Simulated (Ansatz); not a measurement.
A surface is cut from this relaxed crystal of NbN:

```yaml
crystal:
  lattice:
    - [0.00000, 2.21077, 2.21077]
    - [2.21077, 0.00000, 2.21077]
    - [2.21077, 2.21077, 0.00000]
  atoms:
    - { symbol: Nb, position: [0.50000, 0.50000, 0.50000] }
    - { symbol: N, position: [0.00000, 0.00000, 0.00000] }
```

Miller indices refer to the conventional cell of Fm-3m (No. 225), a = 4.422 Å, b = 4.422 Å, c = 4.422 Å, α = 90.00°, β = 90.00°, γ = 90.00°.

All numbers below come from DFT PBE, scalar-relativistic, plane waves, PAW (Ansatz 0.2.0). Cutoff 420 eV, Gaussian smearing of 0.10 eV, no spin polarisation. A dipole correction acts along the normal.

The slab isn't stoichiometric, so its surface energy depends on the chemical potentials; it is given with the excess atoms taken from the element's standard state, a limit at which the compound may itself be unstable, so the figure can be too low.

A relaxed slab with low-index faces, about a nanometre thick, has these properties:

```
Surface energy with the excess atoms taken from the elements : 2.26 J/m²
Work function                                                : 4.80 eV
```

Q: Which low-index plane was cut, and which atoms end it?

A: The (111) plane, with Nb in the top plane and Nb in the bottom one as cut, before relaxation. The planes from bottom to top: Nb, N, Nb, N, Nb, N, Nb, N, Nb, N, Nb.

Spin polarisation was left out, and a magnetic state may lie lower.